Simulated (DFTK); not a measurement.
KTaO3:

```
CELL_PARAMETERS angstrom
3.98830 0.00000 0.00000
0.00000 3.98830 0.00000
0.00000 0.00000 3.98830
ATOMIC_POSITIONS crystal
Ta 0.00000 0.00000 0.00000
K 0.50000 0.50000 0.50000
O 0.00000 0.00000 0.50000
O 0.00000 0.50000 0.00000
O 0.50000 0.00000 0.00000
```

Program: DFTK 0.8.2. Alike in all runs: no spin polarisation; cell as given; smearing fermi-dirac 0.05 eV.

Problem. Order these runs on this cell by their pressure, lowest first.
A. level PBE; potentials or basis dojo.nc.sr.pbe.v0_4_1.standard.upf (PBE); k mesh 7 × 7 × 7; cutoff (eV) 1143
B. level r2SCAN; potentials or basis in-house norm-conserving set (r2SCAN, scalar relativistic); k mesh 4 × 4 × 4; cutoff (eV) 1279
C. level TASK; potentials or basis in-house norm-conserving set (r2SCAN, scalar relativistic); k mesh 4 × 4 × 4; cutoff (eV) 1279

Solution. B (0.8 GPa), A (4.4 GPa), C (10.4 GPa).

Caveats: the program warned that the kinetic-energy density falls under its von Weizsäcker bound, which can give unphysical results (some runs); the potentials were made for another functional, which shifts forces and pressure (some runs).

Not every run made on this cell is shown here.
